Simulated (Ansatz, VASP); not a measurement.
## Lu in VASP and in Ansatz

INCAR

```
SYSTEM = Lu
PREC     = Accurate       ! precision mode
ENCUT    = 520            ! plane-wave cutoff, eV
EDIFF    = 1E-6           ! SCF threshold, eV
ISMEAR   = -1             ! smearing method
SIGMA    = 0.1            ! smearing width, eV
LREAL    = .False.        ! projectors in reciprocal space
LASPH    = .True.         ! aspherical terms in the spheres
NELM     = 100            ! most SCF steps
ALGO     = Normal         ! electronic algorithm
ISIF     = 2              ! what is computed and relaxed
LWAVE    = .False.        ! write WAVECAR
LCHARG   = .False.        ! write CHGCAR
GGA      = CA             ! functional
NBANDS   = 18             ! bands
```

Contents of KPOINTS:

```
Automatic mesh
0
Gamma
  13 13 13
  0 0 0
```

File POSCAR:

```
Lu
1.0
    0.0000000000      2.4006863074      2.4006863074
    2.4006863074      0.0000000000      2.4006863074
    2.4006863074      2.4006863074      0.0000000000
Lu
1
Direct
    0.0000000000      0.0000000000      0.0000000000
```

Input for Ansatz:

```yaml
crystal:
  lattice:
    - [0.0, 2.4006863074, 2.4006863074]
    - [2.4006863074, 0.0, 2.4006863074]
    - [2.4006863074, 2.4006863074, 0.0]
  atoms:
    - { symbol: Lu, position: [0.0, 0.0, 0.0] }
hamiltonian:
  xc: lda
  pseudopotentials:
    kind: paw
    azcp:
      Lu: "pseudopotentials/Lu.paw.azcp"
basis:
  ecutwfc: 420
  fft_grid_basis: typed
kpoints:
  mp_grid: { grid: [13, 13, 13], shift: [0, 0, 0] }
magnetization:
  spin_polarized: false
scf:
  occupations: { method: fermi_dirac, width: 0.1 }
  lower_state_search: "off"
output:
  stress: true
```

Alike in both runs: task single point; functional LDA; k mesh 13 × 13 × 13; occupations fermi-dirac, width 0.1 eV; no spin polarisation.

|  | VASP | Ansatz |
| --- | --- | --- |
| version | VASP 6.6.1 | Ansatz 0.2.0 |
| potentials or method | VASP PAW PBE potentials, release 64 (Lu) | plane waves (420 eV) with PAW, scalar-relativistic |
| plane-wave cutoff (eV) | 520 | 420 |
| valence electrons in the cell | 25 | 25 |

```csv
,VASP,Ansatz,Ansatz less VASP
pressure (GPa),-3.3,-3.5,-0.18
```

Ansatz warned: «pseudo_functional_mismatch».

Caveats: the PAW data sets were made with another functional, which shifts forces and pressure a little (VASP). The runs have no spin-orbit coupling, so splittings on Lu are missing.
